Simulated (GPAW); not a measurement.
# W (Fm-3m) in GPAW: notebook, part 2 of 2

GPAW 26.7.0. The steps go on from the part before.

## 4. Density of states, vdW-DF2

run.py reads:

```python
import numpy as np
from ase.dft.bandgap import bandgap
from ase.io import write
from ase.spacegroup import crystal
from gpaw import GPAW, PW

# W 4a
atoms = crystal(['W'],
                basis=[[0.0, 0.0, 0.0]],
                spacegroup=225, setting=1,  # Fm-3m
                cellpar=[4.06, 4.06, 4.06, 90.0, 90.0, 90.0],
                primitive_cell=True)

calc = GPAW(mode=PW(600),
            xc={'name': 'vdW-DF2', 'backend': 'libvdwxc'},
            kpts={'size': (11, 11, 11), 'gamma': True},
            occupations={'name': 'fermi-dirac', 'width': 0.05},
            setups={'W': '6'},
            nbands=-9,
            convergence={'density': 1e-05, 'energy': 1e-05},
            maxiter=150,
            txt='gpaw.txt')
atoms.calc = calc
energy = atoms.get_potential_energy()
forces = atoms.get_forces()
calc.write('gs.gpw')
write('result.traj', atoms)
print(f'Energy: {energy:.6f} eV')
print('Forces (eV/A):')
print(forces.round(4))
print('Fermi level:', round(calc.get_fermi_level(), 4), 'eV')
print(f'Gap: {bandgap(calc)[0]:.4f} eV, direct: {bandgap(calc, direct=True)[0]:.4f} eV')

dense = calc.fixed_density(kpts={'size': (16, 16, 16), 'gamma': True}, update_fermi_level=True,
                           nbands=-16, convergence={'bands': 'CBM+6.0', 'eigenstates': 1e-6}, txt='dos.txt')
ef = dense.get_fermi_level()
dos = dense.dos(shift_fermi_level=False)
energies = np.linspace(ef - 14, ef + 6, 401)
spins = [None]
columns = [energies] + [dos.raw_dos(energies, spin=s, width=0.05) for s in spins]
for symbol, l in [('W', 0), ('W', 1), ('W', 2)]:
    for s in spins:
        columns.append(sum(dos.raw_pdos(energies, a=a.index, l=l, spin=s, width=0.05)
                           for a in atoms if a.symbol == symbol))
np.savetxt('dos.dat', np.array(columns).T, fmt='%.4f')
print('Fermi level on the dense mesh:', round(ef, 4), 'eV')
```

Potentials or basis: GPAW PAW data sets (gpaw-data 1.2.1), other valence, pw.

On the command line:

```sh
$ OMP_NUM_THREADS=1 python run.py
```

gpaw.txt:

```text
__  _  _
 | _ |_)|_||  |
 |__||  | ||/\| - 26.7.0

Input parameters:
  mode=PW(ecut=600.0),
  convergence={'density': 1e-05, 'energy': 1e-05},
  kpts=MonkhorstPack(size=(11, 11, 11), gamma=True),
  maxiter=150,
  nbands=-9,
  occupations=Occupations(name='fermi-dirac', width=0.05),
  setups={'W': '6'},
  xc=XC(name='vdW-DF2', backend='libvdwxc')

Diagonalizing LCAO Hamiltonian
Converting LCAO to pw mode

       W

Atoms  # Å, Bohr magnetons
|   | symbol |        x |        y |        z |    initial magnetic moments |
|---|--------|----------|----------|----------|-----------------------------|
| 0 |      W | 0.000000 | 0.000000 | 0.000000 | ( 0.0000,  0.0000,  0.0000) |

Unit cell  # Å
| periodic |        x |        y |        z |  lengths |    angles |
|----------|----------|----------|----------|----------|-----------|
|      yes | 0.000000 | 2.030000 | 2.030000 | 2.870854 | 60.000000 |
|      yes | 2.030000 | 0.000000 | 2.030000 | 2.870854 | 60.000000 |
|      yes | 2.030000 | 2.030000 | 0.000000 | 2.870854 | 60.000000 |

Number of symmetries: 48
Symmetry operations  # r_c * U_cc + t_c -> r_c
|    | kind |            matrix            |
|----|------|------------------------------|
|  0 |  σ   |  1, 0, 0,  1, 0,-1,  1,-1, 0 |
|  1 |  C2  |  1, 0, 0,  1,-1, 0,  1, 0,-1 |
|  2 |  E   |  1, 0, 0,  0, 1, 0,  0, 0, 1 |
|  3 |  σ   |  1, 0, 0,  0, 0, 1,  0, 1, 0 |
|  4 |  C4  |  1, 0,-1,  1, 0, 0,  1,-1, 0 |
|  5 |  S6  |  1, 0,-1,  1,-1, 0,  1, 0, 0 |
|  6 |  σ   |  1, 0,-1,  0, 1,-1,  0, 0,-1 |
|  7 |  C3  |  1, 0,-1,  0, 0,-1,  0, 1,-1 |
|  8 |  S6  |  1,-1, 0,  1, 0, 0,  1, 0,-1 |
|  9 |  C4  |  1,-1, 0,  1, 0,-1,  1, 0, 0 |
| 10 |  C3  |  1,-1, 0,  0,-1, 1,  0,-1, 0 |
| 11 |  σ   |  1,-1, 0,  0,-1, 0,  0,-1, 1 |
| 12 |  σ   |  0, 1, 0,  1, 0, 0,  0, 0, 1 |
| 13 |  C4  |  0, 1, 0,  0, 1,-1, -1, 1, 0 |
| 14 |  C3  |  0, 1, 0,  0, 0, 1,  1, 0, 0 |
| 15 |  S6  |  0, 1, 0, -1, 1, 0,  0, 1,-1 |
| 16 |  C2  |  0, 1,-1,  1, 0,-1,  0, 0,-1 |
| 17 |  σ   |  0, 1,-1,  0, 1, 0, -1, 1, 0 |
| 18 |  S4  |  0, 1,-1,  0, 0,-1,  1, 0,-1 |
| 19 |  C4  |  0, 1,-1, -1, 1, 0,  0, 1, 0 |
| 20 |  C3  |  0, 0, 1,  1, 0, 0,  0, 1, 0 |
| 21 |  σ   |  0, 0, 1,  0, 1, 0,  1, 0, 0 |
| 22 |  S6  |  0, 0, 1,  0,-1, 1, -1, 0, 1 |
| 23 |  C4  |  0, 0, 1, -1, 0, 1,  0,-1, 1 |
| 24 |  S4  |  0, 0,-1,  1, 0,-1,  0, 1,-1 |
| 25 |  C3  |  0, 0,-1,  0, 1,-1,  1, 0,-1 |
| 26 |  C2  |  0, 0,-1,  0,-1, 0, -1, 0, 0 |
| 27 |  S6  |  0, 0,-1, -1, 0, 0,  0,-1, 0 |
| 28 |  S4  |  0,-1, 1,  1,-1, 0,  0,-1, 0 |
| 29 |  C4  |  0,-1, 1,  0, 0, 1, -1, 0, 1 |
| 30 |  C2  |  0,-1, 1,  0,-1, 0,  1,-1, 0 |
| 31 |  σ   |  0,-1, 1, -1, 0, 1,  0, 0, 1 |
| 32 |  C3  |  0,-1, 0,  1,-1, 0,  0,-1, 1 |
[... 60 lines left out ...]
  Grid points: [18 18 18]

species:
  W:
    name:    Tungsten
    Z:       74.0
    valence: 6
    core:    68
    charge:  0.0  # [|e|]
    compensation charges:
      type: gauss
      rc: 0.47  # [Å]
      lmax: 2
    cutoffs:
      filter: 2.63  # [Å]
      core: 3.38  # [Å]
    projectors
    | kind |    occ | energy [eV] | rcut [Å] |
    |------|--------|-------------|----------|
    |   6s |  2.000 |      -5.697 |    1.482 |
    |   6p |  0.000 |      -1.367 |    1.482 |
    |   5d |  4.000 |      -4.494 |    1.482 |
    |    s |        |      21.515 |    1.482 |
    |    p |        |      25.844 |    1.482 |
    |    d |        |      22.717 |    1.482 |

    Using partial waves for W as LCAO basis

Reference energy: -438771.671668  # eV

eigensolver:
  PPCG
  Converge bands: occupied
  niter=2

density mixing:
  MSR1-Mixer
  Pratt-step length: 0.05
  Maximum mixing coefficient: 0.75
  Old densities: 10
  SVD Regularization: 0.005
  Good broyden scale: 1.0
  Trust region scale: 1.0
  Backstep threshold: 4.0
  History deletion threshold: 6.0
  Fourier metric: weight=20.0, sigma=0.015

occupation numbers:
  Fermi-Dirac:
    width: 0.0500  # eV

poisson solver:
  ecut: 4800.0  # eV

xc functional:
  name: vdW-DF2 with libvdwxc
  Mode: serial
  Semilocal: GGA_X_RPW86+LDA_C_PW with 2 nearest neighbor stencil
  Local blocksize: 36 x 36 x 36
  PAW datasets: PBE

convergence criteria:
[... 6 lines left out ...]
|iter     | |      energy | eigst |  dens |
|---------|-|-------------|-------|-------|
|iter:   1| | -169.441337 | +0.13 |       |
|iter:   2| | -169.374955 | -1.95 | -0.91 |
|iter:   3| | -168.969127 | -1.51 | -0.95 |
|iter:   4| | -168.965228 | -3.43 | -1.74 |
|iter:   5| | -168.966377 | -3.16 | -2.07 |
|iter:   6| | -168.966330 | -5.33 | -2.81 |
|iter:   7| | -168.966324c| -5.60 | -3.52 |
|iter:   8| | -168.966324c| -7.88c| -4.38 |
|iter:   9| | -168.966324c| -7.52c| -4.89 |
|iter:  10| | -168.966324c| -8.53c| -6.22c|

Converged in 10 steps
Energy contributions relative to reference atoms: (reference = -438771.671668)

Energy contributions:
  Kinetic:           9.685663
  Coulomb:         -11.288683
  Zero:              0.320766
  External:          0.000000
  Xc:             -167.679632
  Entropy:          -0.008877
  Spinorbit:         0.000000
  ----------------------------
  Free energy:    -168.970762
  Extrapolated:   -168.966324

dipole moment: (-11.873960, -11.873960, -11.873960)  # |e|*Ang

Fermi level: 11.447
Eigenvalues  # (at kpt = [0.000, 0.000, 0.000])
| band index |      eig [eV] | occ [0-2] |
|------------|---------------|-----------|
|          0 |         2.754 |     2.000 |
|          1 |        10.896 |     2.000 |
|          2 |        10.896 |     2.000 |
|          3 |        10.896 |     2.000 |
|          4 |        13.879 |     0.000 |
|          5 |        13.879 |     0.000 |
|          6 |        25.298 |     0.000 |
|          7 |        30.626 |     0.000 |
|          8 |        30.626 |     0.000 |
|          9 |        30.626 |     0.000 |
|         10 |        33.874 |     0.000 |
|         11 |        45.008 |     0.000 |

No gap
No difference between direct/indirect transitions

Forces  # eV/Ang
|       x |       y |       z |
|---------|---------|---------|
| 0.00000 | 0.00000 | 0.00000 |  # W    0

# Writing to gs.gpw (mode='')
```

It took 18 s on 1 thread of INTEL XEON PLATINUM 8581C at 2.10GHz (Emerald Rapids), shared host; peak memory 0.2 GiB.

Results:

```
Free energy                          : -168.9708 eV
Band gap on the k mesh               : none (metal or under the smearing width)
Density of states at the Fermi level : 0.99 states/eV per cell
```

States per cell in windows of 1 eV (zero at the Fermi level; states under -8 eV left out):
```csv
from (eV),total
-8.0,0.06
-7.0,0.15
-6.0,0.36
-5.0,0.87
-4.0,0.95
-3.0,0.94
-2.0,1.22
-1.0,1.41
0.0,0.90
1.0,0.98
2.0,0.75
3.0,0.73
4.0,1.07
5.0,0.54
```

Caveat: the PAW data sets were made with another functional, which shifts forces and pressure a little. Spin-orbit coupling is left out, which matters for the levels of W.

## 5. Summary

```csv
task,level,potentials or basis,smearing,maxiter,fermi k mesh,k mesh for the DOS,dos width,mixer,other keys,gap on the mesh (eV)
Fermi surface,PBEsol,"PAW data sets generated in the run's folder for this functional, pw",fermi-dirac 0.05 eV,150,18 × 18 × 18,-,-,-,-,none
density of states,BEEF-vdW,"GPAW PAW data sets (gpaw-data 1.2.1), pw",marzari-vanderbilt 0.2 eV,80,-,16 × 16 × 16,0.1 eV,msr1 beta=0.15,"several, not listed",none
density of states,vdW-DF2,"GPAW PAW data sets (gpaw-data 1.2.1), other valence, pw",fermi-dirac 0.05 eV,150,-,16 × 16 × 16,0.05 eV,-,-,none
```

Alike in all rows: no spin polarisation; cell as given; k mesh 11 × 11 × 11; cutoff (eV) 600.

Caveats: the PAW data sets were made with another functional, which shifts forces and pressure a little (some runs); this smearing can pin the Fermi level at a band edge (some runs).

Total energies depend on the potentials used, so only differences within one code and one set of settings carry meaning.
